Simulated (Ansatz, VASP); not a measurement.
# Ge: VASP beside Ansatz

```xyz
2
Lattice="0.0000 2.8287 2.8287 2.8287 0.0000 2.8287 2.8287 2.8287 0.0000" Properties=species:S:1:pos:R:3 pbc="T T T"
Ge    2.8287    2.8287    2.8287
Ge    4.2430    4.2430    4.2430
```

Alike in both runs: task relaxation of cell and atoms; functional revPBE; k mesh 5 × 5 × 5; occupations fermi-dirac, width 0.05 eV; no spin polarisation.

|  | VASP | Ansatz |
| --- | --- | --- |
| version | VASP 6.6.1 | Ansatz 0.2.0 |
| potentials or method | VASP PAW PBE potentials, release 64 (Ge_d) | plane waves (420 eV) with PAW, scalar-relativistic |
| plane-wave cutoff (eV) | 600 | 420 |
| valence electrons in the cell | 28 | 28 |

```csv
,VASP,Ansatz,Ansatz less VASP
relaxed volume (Å³/atom),24.53,24.53,+0.001
relaxed cell length with the largest relative difference (Å),4.109,4.109,+0.0001
energy change over the relaxation (meV/atom),-28,-29,-0.7
```

Caveats: the k mesh is coarse (spacing up to 0.38 Å⁻¹), so the values aren't converged; the PAW data sets were made with another functional, which shifts forces and pressure a little (VASP); this crystal is a semiconductor, whose small gap the functional closes, so the metal is an error of the method. revPBE gives volumes clearly too large for solids. Zero-point motion and thermal expansion aren't in these numbers.
